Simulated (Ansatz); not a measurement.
**MoS2: a ladder of calculations**

Cell of run 1: a COD entry, atoms as given.

```yaml
crystal:
  lattice:
    - [1.58150, 0.91308, 6.12333]
    - [-1.58150, 0.91308, 6.12333]
    - [0.00000, -1.82616, 6.12333]
  atoms:
    - { symbol: Mo, position: [0.00000, 0.00000, 0.00000] }
    - { symbol: S, position: [0.25160, 0.25160, 0.25160] }
    - { symbol: S, position: [0.41510, 0.41510, 0.41510] }
```

Sites (sets of like atoms) are named by element and the number of their first atom in this list.

Relaxed positions (PBE, cell held):

```
CELL_PARAMETERS angstrom
1.58150 0.91308 6.12333
-1.58150 0.91308 6.12333
0.00000 -1.82616 6.12333
ATOMIC_POSITIONS crystal
Mo 0.99999 0.99999 0.99999
S 0.24830 0.24830 0.24830
S 0.41841 0.41841 0.41841
```

All runs are DFT with Ansatz 0.2.0 (plane waves and PAW, scalar-relativistic unless spin–orbit coupling is named, Γ-centred meshes, Fermi–Dirac smearing where given) in this cell. Start moments of run 1 as typed (μB): 2 on each Mo, none on the rest.

Run 1: PBE, with a start moment, atoms as given; 420 eV, 16×16×16 k-points, smearing 0.02 eV.
Run 2: PBE, with a start moment, atoms relaxed; 420 eV, 16×16×16 k-points, smearing 0.02 eV.
Run 3: r2SCAN, with a start moment, at the relaxed atoms; 500 eV, 16×16×16 k-points, smearing 0.02 eV.

```json
{"run": "1", "Mo V_zz (η)": "-9.08 (0.00)", "S2 V_zz (η)": "-6.39 (0.00)", "S3 V_zz (η)": "-6.25 (0.00)"}
{"run": "2", "Mo V_zz (η)": "?", "S2 V_zz (η)": "?", "S3 V_zz (η)": "?"}
{"run": "3", "Mo V_zz (η)": "-7.50 (0.00)", "S2 V_zz (η)": "-5.42 (0.00)", "S3 V_zz (η)": "-5.23 (0.00)"}
```

V_zz in 10²¹ V/m².

Question: Estimate the row of run 2.

Answer: Mo: -7.41 (0.00); S2: -5.32 (0.00); S3: -5.14 (0.00). It lies nearest to run 3, from whose tensors on these sites it differs by 0.10 at most (largest principal value of the difference, on S2). Taken one at a time, the positions of the atoms (as given or relaxed) move the tensors on these sites by up to 1.67 (largest principal value of the change, on Mo), the functional (r2SCAN with its higher cutoff) by 0.10 (S2).

Without spin–orbit coupling (the program notes it for Mo) the gradients can shift somewhat, as the gap is small. In run 3 the program didn't check the stability of the electronic state in full, so a lower one may lie near. In runs 1, 2, 3 the start moments die out. In run 1 the atoms aren't at the calculated equilibrium (largest force 1.3 eV/Å). The cell isn't the equilibrium one in run 1 (calculated pressure 9 GPa, with larger principal stresses), and the entry's cell may itself be off.
